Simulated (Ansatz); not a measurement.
**Equation of state of ZnSe**

```
Zn Se
1.0
     0.00000    2.68362    2.68362
     2.68362    0.00000    2.68362
     2.68362    2.68362    0.00000
Zn Se
1 1
Direct
  0.00000 0.00000 0.00000
  0.50000 0.50000 0.50000
```

The structure comes from a relaxation in the same program, started in the rocksalt type, and has space group Fm-3m. Whether it is a known phase or the ground state wasn't checked.

Methods: DFT, PBE, all-electron LAPW, scalar-relativistic (Ansatz 0.2.0); DFT, PBE, PAW with Ansatz's default frozen-core files, scalar-relativistic (Ansatz 0.2.0).

For LAPW: a Γ-centred 13×13×13 k mesh, Fermi–Dirac smearing of 0.08 eV, basis error target 0.5 meV/atom, no spin polarisation. PAW takes a cutoff of 420 eV at this cell. The Ansatz runs share mesh, smearing and spin set-up. Plane-wave (PAW) pressures include the program's estimate of the Pulay term.

The cell above is scaled evenly, with fractional coordinates and shape held.

| V/V(cell) | V (Å³/atom) | P, LAPW (GPa) | P, PAW (GPa) | free energy over the lowest listed, PAW (meV/atom) |
| --- | --- | --- | --- | --- |
| 0.9405 | 18.177 | 5.04 | 5.02 | 17.2 |
| 0.9700 | 18.747 | ? | ? | ? |
| 1.0000 | 19.327 | 0.06 | 0.05 | 0.0 |
| 1.0300 | 19.907 | -1.88 | -1.89 | 3.4 |
| 1.0600 | 20.486 | -3.52 | -3.53 | 13.3 |

Problem. Fill in the row V/V(cell) = 0.9700.

Solution. P, LAPW (GPa) = 2.36, P, PAW (GPa) = 2.35, free energy over the lowest listed, PAW (meV/atom) = 4.2.

Problem. What do Birch–Murnaghan fits to the pressures give?

Solution. LAPW: V0 = 19.34 Å³/atom, B0 = 70 GPa, B0′ = 4.6; PAW: V0 = 19.34 Å³/atom, B0 = 70 GPa, B0′ = 4.6.

PAW's V0 lies -0.02 % from the all-electron value and its B0 0.1 %. Symmetry fixes shape and coordinates here, so this is the relaxed modulus.
